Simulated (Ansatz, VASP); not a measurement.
One calculation of LiH, two programs

File INCAR:

```
SYSTEM = LiH
ALGO = Normal
EDIFF = 1E-6
ENCUT = 520
GGA = PE
ISIF = 2
ISMEAR = 0
LASPH = .TRUE.
LCHARG = .FALSE.
LREAL = .FALSE.
LWAVE = .FALSE.
NBANDS = 9
NELM = 60
PREC = Accurate
SIGMA = 0.01
```

Contents of KPOINTS:

```
k-points
0
G
  8 8 8
  0 0 0
```

Contents of POSCAR:

```
LiH
1.0
    0.0000000000      1.9984726907      1.9984726907
    1.9984726907      0.0000000000      1.9984726907
    1.9984726907      1.9984726907      0.0000000000
Li H
1 1
Direct
    0.0000000000      0.0000000000      0.0000000000
    0.5000000000      0.5000000000      0.5000000000
```

Input for Ansatz:

```yaml
crystal:
  lattice:
    - [0.0, 1.9984726907, 1.9984726907]
    - [1.9984726907, 0.0, 1.9984726907]
    - [1.9984726907, 1.9984726907, 0.0]
  atoms:
    - { symbol: Li, position: [0.0, 0.0, 0.0] }
    - { symbol: H, position: [0.5, 0.5, 0.5] }
kpoints:
  mp_grid: { grid: [8, 8, 8] }
hamiltonian:
  xc: pbe
scf:
  occupations: { method: fixed }
  n_extra_bands: 24
output:
  forces: true
  stress: true
  eigenvalues: true
```

Alike in both runs: task single point; functional PBE; k mesh 8 × 8 × 8; no spin polarisation.

```csv
,VASP,Ansatz
version,VASP 6.6.1,Ansatz 0.2.0
potentials or method,"VASP PAW PBE potentials, release 64 (Li_sv, H)",plane waves
plane-wave cutoff (eV),520,420
occupations,"gaussian, width 0.01 eV",fixed
valence electrons in the cell,4,4
```

|  | VASP | Ansatz | Ansatz less VASP |
| --- | --- | --- | --- |
| gap on the k mesh at the Fermi level (eV) | 2.97 | 2.98 | +0.006 |

 PBE gaps usually lie below the measured ones, often by a third to a half. A k mesh can miss the band edges.
